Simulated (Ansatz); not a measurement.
Zinc-blende AlSb was calculated with PBE (PAW; Ansatz, a first-principles code).

Run with plane-wave cutoff 500 eV, 6×6×1 k mesh (along the axes of the cell as run), gaussian smearing 0.02 eV, scalar-relativistic PAW data made under PBE.

What does this level give for the surface energy of the (110) face and ionisation potential of the slab?


- surface energy of the (110) face = 0.54 J/m²
- ionisation potential of the slab = 4.82 eV

The slab of 16 atoms is relaxed and unreconstructed.

Spin–orbit coupling is not included.

Static lattice: no zero-point or thermal effects.

Computing time: around 15 core-minutes (rough).
